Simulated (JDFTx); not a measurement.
Sr:

```
CELL_PARAMETERS angstrom
0.00000 3.04235 3.04235
3.04235 0.00000 3.04235
3.04235 3.04235 0.00000
ATOMIC_POSITIONS crystal
Sr 0.00000 0.00000 0.00000
```

* Program: JDFTx 1.7.0 (patched build)
* Task: single point
* Functional: PBEsol
* Potentials or basis: PseudoDojo-SR-PBEsol-0.4.1-standard with smoothed tails
* Cutoff: 925 eV
* Density cutoff: 3701 eV
* k mesh: 8 × 8 × 8
* Occupations: fermi-dirac, width 0.05 eV
* Spin: no spin polarisation

On this cell: pressure -0.9 GPa; band gap on the k mesh none (metal or under the smearing width).

The same run follows on a disturbed copy (cell strained at random at fixed volume):

```
Sr
1.0
     0.06610    3.01958    2.96526
     3.13463    0.00753    3.02383
     3.12896    3.07248    0.01320
Sr
1
Direct
  0.99000 0.99567 0.01497
```

What changes?

The energy (extrapolated to zero smearing) moves by +3.3 meV/atom; pressure -0.9 GPa; band gap on the k mesh none (metal or under the smearing width).

Stress tensor (GPa, compression positive):
```
-1.01 -0.22 -0.28
-0.22 -0.87  0.19
-0.28  0.19 -0.79
```

Caveats: the empty levels aren't tightly converged.
